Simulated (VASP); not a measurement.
Wanted: the native input for a VASP 6.6.1 run.

```yaml
Task: relaxation of cell and atoms
Functional: LDA
Potentials_or_basis: VASP PAW LDA potentials, release 64 (Li_sv, Cl)
Cutoff: 600 eV
k_mesh: 10 × 10 × 10
Occupations: gaussian, width 0.03 eV
Spin: no spin polarisation
Further_INCAR_settings: ALGO = Normal; EDIFF = 1e-06; IBRION = 2; EDIFFG = -0.01; NSW = 90; ISIF = 3
```

The structure of LiCl lies in POSCAR:

```
LiCl
1.0
    0.0000000000      2.5647700000      2.5647700000
    2.5647700000      0.0000000000      2.5647700000
    2.5647700000      2.5647700000      0.0000000000
Li Cl
1 1
Direct
    0.0000000000      0.0000000000      0.0000000000
    0.5000000000      0.5000000000      0.5000000000
```

The input as run:

INCAR

```
PREC = Accurate ; ENCUT = 600
EDIFF = 1E-6 ; ISMEAR = 0
SIGMA = 0.03 ; LREAL = False
LASPH = True ; NELM = 80
ALGO = Normal ; ISIF = 3
LWAVE = False ; LCHARG = False
IBRION = 2 ; NSW = 90
EDIFFG = -0.01
```

KPOINTS

```
regular mesh
0
Gamma
  10 10 10
```

Potentials or basis: VASP PAW LDA potentials, release 64 (Li_sv, Cl).

Command:

```bash
$ cat potpaw_LDA.64/Li_sv/POTCAR potpaw_LDA.64/Cl/POTCAR > POTCAR
$ mpirun -np 1 vasp_std > vasp.out
```

It gave:

```json
{"Relaxed volume": "15.25 Å³/atom", "Relaxed cell": "a = 3.507 Å, b = 3.507 Å, c = 3.507 Å, α = 60.00°, β = 60.00°, γ = 60.00°", "Space group after relaxing (to 0.05 Å)": "Fm-3m (No. 225)", "Energy gained by relaxing": "18.2 meV/atom", "Ionic steps": "4", "Pressure after relaxing": "0.0 GPa", "Band gap on the k mesh": "6.51 eV, indirect (least direct gap 6.63 eV)"}
```

Caveat: the cutoff is under 1.25 times the usual one of these potentials, so pressure, stress and relaxed cells hold a basis-set (Pulay) error.

Wall time 17 s on 1 thread of Intel(R) Xeon(R) 6975P-C (Granite Rapids), with other jobs on the host, peak memory 0.15 GiB.
